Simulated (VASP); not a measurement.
**From an Ansatz input to VASP: NaI (strained zincblende)**

Ansatz input

```yaml
crystal:
  lattice:
    - [0.0, 3.5431916338, 3.4900437593]
    - [3.5431916338, 0.0, 3.4900437593]
    - [3.5431916338, 3.5431916338, 0.0]
  atoms:
    - { symbol: Na, position: [0.0, 0.0, 0.0] }
    - { symbol: I, position: [0.25, 0.25, 0.25] }
kpoints:
  mp_grid: { grid: [6, 6, 6] }
  band_path:
    path:
      - [0.0, 0.0, 0.0]
      - [-0.5, -0.5, 0.0]
      - [-0.375, -0.375, 0.25]
      - [-0.375, 0.0, 0.375]
      - [0.0, 0.0, 0.5]
      - [-0.5, -0.25, 0.25]
    npoints: 1
hamiltonian:
  xc: pbe
scf:
  occupations: { method: fermi_dirac, width: 0.02 }
  n_extra_bands: 4
output:
  forces: true
  stress: true
  eigenvalues: true
  write_density: true
  write_potential: true
  elf: true
  volumetric_format: npy
```

Question: Write VASP inputs for this cell and level of theory.

Answer: 

INCAR

```
NELM = 120
EDIFF = 1E-7
LELF = .TRUE.
ISMEAR = -1
SIGMA = 0.02
IBRION = -1
ENCUT = 520
NSW = 0
LREAL = .FALSE.
PREC = Accurate
LASPH = .TRUE.
LWAVE = .FALSE.
NBANDS = 14
LCHARG = .TRUE.
GGA = PE
ISIF = 2
```

KPOINTS

```
KPOINTS created by Atomic Simulation Environment
0
Gamma
6 6 6
0 0 0
```

KPOINTS_OPT

```
special points
6
Reciprocal
0.0000000000 0.0000000000 0.0000000000 1
-0.5000000000 -0.5000000000 0.0000000000 1
-0.3750000000 -0.3750000000 0.2500000000 1
-0.3750000000 0.0000000000 0.3750000000 1
0.0000000000 0.0000000000 0.5000000000 1
-0.5000000000 -0.2500000000 0.2500000000 1
```

POSCAR

```
Na I
 1.0000000000000000
     0.0000000000000000    3.5431916337999998    3.4900437593000002
     3.5431916337999998    0.0000000000000000    3.4900437593000002
     3.5431916337999998    3.5431916337999998    0.0000000000000000
 Na  I
   1   1
Cartesian
  0.0000000000000000  0.0000000000000000  0.0000000000000000
  1.7715958169000003  1.7715958169000003  1.7450218796500001
```

VASP ran with the recommended PBE PAW datasets (14 valence electrons in the cell). Other inputs would serve too.

|  | Ansatz | VASP |
| --- | --- | --- |
| gap between bands v and c | 3.84 eV | 3.84 eV |
| least direct gap | 3.84 eV | 3.84 eV |
| pressure | 0.6 GPa | 0.6 GPa |

The two codes use different PAW datasets and cutoffs. VASP's cell holds 14 valence electrons and Ansatz's 26. Ansatz's stress includes a Pulay correction; VASP's doesn't.
